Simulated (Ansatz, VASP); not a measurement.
Two plane-wave programs on CdF2

The input INCAR:

```
PREC     = Accurate       # precision mode
ENCUT    = 520            # plane-wave cutoff, eV
EDIFF    = 1E-6           # SCF threshold, eV
ISMEAR   = 0              # smearing method
SIGMA    = 0.05           # smearing width, eV
LREAL    = False          # projectors in reciprocal space
LASPH    = True           # aspherical terms in the spheres
NELM     = 80             # most SCF steps
ALGO     = Normal         # electronic algorithm
ISIF     = 2              # what is computed and relaxed
LWAVE    = False          # write WAVECAR
LCHARG   = False          # write CHGCAR
GGA      = PE             # functional
NBANDS   = 20             # bands
```

File KPOINTS:

```
Automatic mesh
0
Gamma
  12 12 12
```

POSCAR

```
CdF2
1.0
    0.0000000000      2.7036627320      2.7036627320
    2.7036627320      0.0000000000      2.7036627320
    2.7036627320      2.7036627320      0.0000000000
Cd F
1 2
Direct
    0.0000000000      0.0000000000      0.0000000000
    0.2500000000      0.2500000000      0.2500000000
    0.7500000000      0.7500000000      0.7500000000
```

Input for Ansatz:

```yaml
crystal:
  lattice:
    - [0.0, 2.703662732, 2.703662732]
    - [2.703662732, 0.0, 2.703662732]
    - [2.703662732, 2.703662732, 0.0]
  atoms:
    - { symbol: Cd, position: [0.0, 0.0, 0.0] }
    - { symbol: F, position: [0.25, 0.25, 0.25] }
    - { symbol: F, position: [0.75, 0.75, 0.75] }
basis:
  ecutwfc: 420
  ecutrho_ratio: 4
kpoints:
  mp_grid: { grid: [12, 12, 12] }
hamiltonian:
  xc: pbe
scf:
  occupations: { method: gaussian, width: 0.05 }
output:
  forces: true
  stress: true
  eigenvalues: true
```

Alike in both runs: task single point; functional PBE; k mesh 12 × 12 × 12; occupations gaussian, width 0.05 eV; no spin polarisation.

|  | VASP | Ansatz |
| --- | --- | --- |
| version | VASP 6.6.1 | Ansatz 0.2.0 |
| potentials or method | VASP PAW PBE potentials, release 64 (Cd, F) | scalar-relativistic, plane waves, PAW |
| plane-wave cutoff (eV) | 520 | 420 |
| valence electrons in the cell | 26 | 34 |

```tsv
	VASP	Ansatz	Ansatz less VASP
gap on the k mesh at the Fermi level (eV)	3.03	3.06	+0.032
least direct gap on the mesh (eV)	3.54	3.57	+0.030
pressure (GPa)	4.9	4.2	-0.70
```

The functional is the same, so the differences come from potentials, cutoffs and numerics. The two sets of potentials don't hold the same shells in valence.

A k mesh can miss the band edges. PBE gaps usually lie below the measured ones, often by a third to a half.
